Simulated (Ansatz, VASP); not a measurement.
**Two plane-wave programs on Be**

```
Be
1.0
     3.59930    0.00000    0.00000
    -1.79965    3.11708    0.00000
     0.00000    0.00000    2.21650
Be
3
Direct
  0.00000 0.00000 0.00000
  0.33333 0.66667 0.50000
  0.66667 0.33333 0.50000
```

Alike in both runs: task single point; functional RPBE; k mesh 11 × 11 × 16; occupations fermi-dirac, width 0.1 eV; no spin polarisation.

|  | VASP | Ansatz |
| --- | --- | --- |
| version | VASP 6.6.1 | Ansatz 0.2.0 |
| potentials or method | VASP PAW PBE potentials, release 64 (Be) | plane waves (420 eV) with PAW, scalar-relativistic |
| plane-wave cutoff (eV) | 520 | 420 |
| valence electrons in the cell | 6 | 6 |

```tsv
	VASP	Ansatz	Ansatz less VASP
pressure (GPa)	0.1	0.1	0.00
largest component of the traceless stress (GPa)	0.49	0.52	+0.030
```

Caveats: the PAW data sets were made with another functional, which shifts forces and pressure a little (VASP).
